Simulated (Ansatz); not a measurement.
Runs of Ansatz 0.2.0 on Ga. Symmetry: Pm-3m, No. 221, cubic system. The conventional cell has a = 2.716 Å, b = 2.716 Å, c = 2.716 Å, α = 90.00°, β = 90.00°, γ = 90.00°. Ga (site symmetry m-3m) has 6 Ga at 2.72 Å as nearest neighbours. The cell was built by a generator and needn't be a form met in nature.

| task | level | cell | points for each segment of the path | gap on the mesh (eV) | pressure (GPa) | relaxed volume (Å³/atom) |
| --- | --- | --- | --- | --- | --- | --- |
| relaxation of cell and atoms | B3LYP | relaxed | - | none | 0.0 | (b) |
| relaxation of cell and atoms | HSE06 | relaxed | - | none | 0.0 | (a) |
| single point | HF | as given | - | none | 5.0 | - |
| band structure | HSE03 | as given | 4 | none | -1.3 | - |
| relaxation of cell and atoms | HSEsol | relaxed | - | none | 0.0 | 18.72 |

Alike in all rows: potentials or basis Ansatz PAW; no spin polarisation; k mesh 5 × 5 × 5; cutoff (eV) 420; smearing fermi-dirac 0.05 eV; the mesh is coarse, so values aren't converged.

Problem. Fill in the values left out.

Solution. (a) 19.47; (b) 21.16.

Caveats: all runs use coarse meshes; the PAW data sets come from PBE, with cores solved anew for the run's functional, which leaves a small shift of forces and pressure; the plane-wave basis is chosen anew once the cell has moved, so the energies of steps on either side of that aren't comparable (some runs); the thresholds are loose for stress (some runs).

A k mesh can miss the band edges, and the runs leave out spin-orbit coupling on Ga.

A gap of «none» marks a metal or a gap under the smearing width.
